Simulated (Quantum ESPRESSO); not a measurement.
Ru under changes of volume

One of the cells (13.575 Å³/atom); the others are scaled copies at fixed shape and fractional positions:

```
Ru
1.0
     2.70580    0.00000    0.00000
    -1.35290    2.34329    0.00000
     0.00000    0.00000    4.28190
Ru
2
Direct
  0.66667 0.33333 0.75000
  0.33333 0.66667 0.25000
```

```yaml
Program: Quantum ESPRESSO 7.5
Functional: LDA
Potentials_or_basis: GBRV 1.5 LDA
Cutoff: 612 eV
Density_cutoff: 4898 eV
k_mesh: 11 × 11 × 6
Occupations: fermi-dirac, width 0.05 eV
Spin: no spin polarisation
```

```csv
volume (Å³/atom),energy over the lowest point (meV/atom),pressure (GPa)
12.760,?,?
13.032,0.00,1.5
13.303,3.67,-5.9
13.575,19.11,-12.4
13.846,44.95,-18.2
14.118,80.03,-23.3
14.389,123.27,-27.8
```

Problem. What does the run at 12.760 Å³/atom give?

Solution. Energy over the lowest point 9.57 meV/atom; pressure 9.8 GPa.

Worked out: A Birch-Murnaghan fit of order 3 (a polynomial in V^(-2/3)) to the other rows has its minimum at 13.09 Å³/atom with B0 = V·E''(V) = 367 GPa and B' = 4.8 at fixed shape and positions, which overstates the stiffness. It gives 9.56 meV/atom at 12.760 Å³/atom, against the run's 9.57, and -dE/dV = 9.9 GPa, against 9.8.

Energies are extrapolated to zero smearing.
